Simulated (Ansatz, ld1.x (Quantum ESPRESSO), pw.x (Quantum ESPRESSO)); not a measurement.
## Si (Z = 14): does the TM potential hold in the solid?

Si, norm-conserving Troullier–Martins (Kleinman–Bylander form), made with ld1.x (Quantum ESPRESSO) 7.5 (LDA (PW92), scalar-relativistic). Core [Ne], reference 3s2 3p2. Waves: 3s (bound): rc 1.25 bohr; 3p (bound): rc 1.85 bohr. Local part: the p channel. Core correction: a·sin(br)/r model core inside 1.00 bohr.

Atomic tests: cutoffs needed: 50 Ry and 140 Ry (the cutoffs (Ry, on a coarse ladder) from which the occupation-weighted sum of valence levels, in a spherical-Bessel basis at the reference potential, stays within 10 and 1 mRy of its value at 400 Ry); ghost test: no extra level below or beside the all-electron valence levels (s, p, d, f tested) (spherical-Bessel basis up to 400 Ry, 20 bohr box); largest excitation error: +54 meV (all-electron minus pseudo) for 3s1 3p0, out of 7 test configurations.

Crystal test: bcc Si in pw.x 7.5, no spin, 15³ k-points, Fermi–Dirac smearing 0.01 Ry, cutoffs 170/680 Ry. The reference is all-electron LAPW (Ansatz 0.2.0) with the same functional, mesh and smearing; V0 and B0 come from Birch–Murnaghan fits to the pressures at five volumes. Errors are pseudo minus all-electron; Δ is the rms difference of the E(V) curves that follow from these fits, minima aligned, over ±6 % about the mean V0. Mesh and smearing are coarse, so the numbers serve the comparison and aren't converged zero-temperature values; the lattice is a test structure that the element need not adopt.

All-electron: a0 = 3.045 Å (V0 = 14.12 Å³/atom), B0 = 101.1 GPa.

Problem. How far does the potential miss the all-electron equation of state?

Solution. mean pressure error (GPa): +15.06. The pressure does not cross zero within the volumes sampled, so no fit is given. This is a poor potential for the solid. The atomic tests give no hint of an error of this size, and its cause was not traced.

```
V (Å³/atom)  P all-electron (GPa)  P pseudo (GPa)
     13.383                  6.06           23.87
     13.735                  2.95           19.23
     14.087                  0.22           15.14
     14.439                 -2.17           11.53
     14.791                 -4.26            8.33
```

Problem. At the middle volume, how do free energy and pressure move when the wave cutoff is lowered (ecutrho kept at four times it)?

Solution.

```tsv
cutoff (Ry)	shift of F (meV/atom)	shift of P (GPa)
76	+39.9	-1.22
102	+8.9	-0.15
136	+4.9	-0.27
```

The run at the middle volume (120 k-points, 6 iterations) took about 46 s on one core of a shared host (Neoverse-V1, 32 threads, 247 GiB, load 17).
